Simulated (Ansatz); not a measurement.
# A small benchmark: atomisation enthalpy at 298 K

8 molecules with nitrogen; the atomisation enthalpy at 298 K in kJ/mol, computed less measured. Shapes, held fixed at every level: PBE0-D4/def2-TZVP. Flexible molecules stand in one conformer, not always the lowest. Thermal terms are harmonic and unscaled (PBE0-D4/def2-TZVP); the spin-orbit lowering of the free atoms is taken from their spectra. Programs: Ansatz 0.2.0. Measured values: Active Thermochemical Tables, CRC Handbook of Chemistry and Physics.

Levels: A = PBE-D4/def2-TZVPP; B = MP2/def2-TZVPP; C = CCSD(T)/def2-TZVPP; D = CCSD/def2-TZVPP.

```csv
molecule,from tabulated heats,A,B,C,D
C2H3N (acetonitrile),2486,+85,-15,-77,-125
CH4N2O (urea),3029,+129,-45,-126,-190
C2H5NO (acetamide),3484,+120,-38,-112,-175
C3H5N (SMILES [C-]#[N+]CC),3571,+98,-47,-111,-172
C2H4N2S2 (dithiooxamide),3722,+205,-45,-168,-277
C2H7N (SMILES CNC),3448,+65,-74,-90,-132
C3H7N (SMILES NC1CC1),4072,+111,-57,-113,-172
C6H8N2 (adiponitrile),6841,+229,-31,-206,-336
```

**Question.** Which level does best on this set, which worst, and which err to one side?

**Answer.** 
```tsv
level	kind	mean error	mean absolute error	worst case
PBE-D4/def2-TZVPP	GGA	+130.2	130.2	C6H8N2
MP2/def2-TZVPP	perturbation theory	-44.0	44.0	C2H7N
CCSD(T)/def2-TZVPP	coupled cluster or CI	-125.4	125.4	C6H8N2
CCSD/def2-TZVPP	coupled cluster or CI	-197.4	197.4	C6H8N2
```

On this set MP2/def2-TZVPP has the smallest mean absolute error and CCSD/def2-TZVPP the largest. PBE-D4/def2-TZVPP is too high in 8 of 8; MP2/def2-TZVPP is too low in 8 of 8; CCSD(T)/def2-TZVPP is too low in 8 of 8; CCSD/def2-TZVPP is too low in 8 of 8. Heats of the atoms come from ATcT where it has them. The tabulated value of CH4N2O is in doubt (older tables, estimates, or at odds with other calculations) and kept here. Over the 7 molecules whose values aren't doubted the mean absolute errors are A 130.4; B 43.9; C 125.3; D 198.4. Correlated wave functions converge slowly with the basis. CCSD also lacks the triples, which bind further. The set is small.
